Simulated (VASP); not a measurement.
## Cs under changes of volume

One of the cells (127.677 Å³/atom); the others are scaled copies at fixed shape and fractional positions:

```
Cs
1.0
    -2.57076    2.57076    9.65962
     2.57076   -2.57076    9.65962
     2.57076    2.57076   -9.65962
Cs
2
Direct
  0.50000 0.50000 0.00000
  0.25000 0.75000 0.50000
```

This isn't the form of Cs at room conditions, which is bcc.

- Program: VASP 6.6.1
- Functional: PBE
- Potentials or basis: VASP PAW PBE potentials, release 64 (Cs_sv)
- Cutoff: 520 eV
- k mesh: 7 × 7 × 7
- Occupations: fermi-dirac, width 0.05 eV
- Spin: no spin polarisation

```tsv
volume (Å³/atom)	energy over the lowest point (meV/atom)	pressure (GPa)
117.663	1.57	0.1
120.167	0.47	0.0
122.670	0.00	0.0
127.677	?	?
130.181	1.77	-0.1
132.684	3.26	-0.1
```

Problem. What does the run at 127.677 Å³/atom give?

Solution. Energy over the lowest point 0.69 meV/atom; pressure -0.1 GPa.

Worked out: A Birch-Murnaghan fit of order 3 (a polynomial in V^(-2/3)) to the other rows has its minimum at 123.48 Å³/atom with B0 = V·E''(V) = 1.7 GPa and B' = 4.0 at fixed shape and positions, which overstates the stiffness. It gives 0.70 meV/atom at 127.677 Å³/atom, against the run's 0.69, and -dE/dV = -0.1 GPa, against -0.1.

Energies are extrapolated to zero smearing.
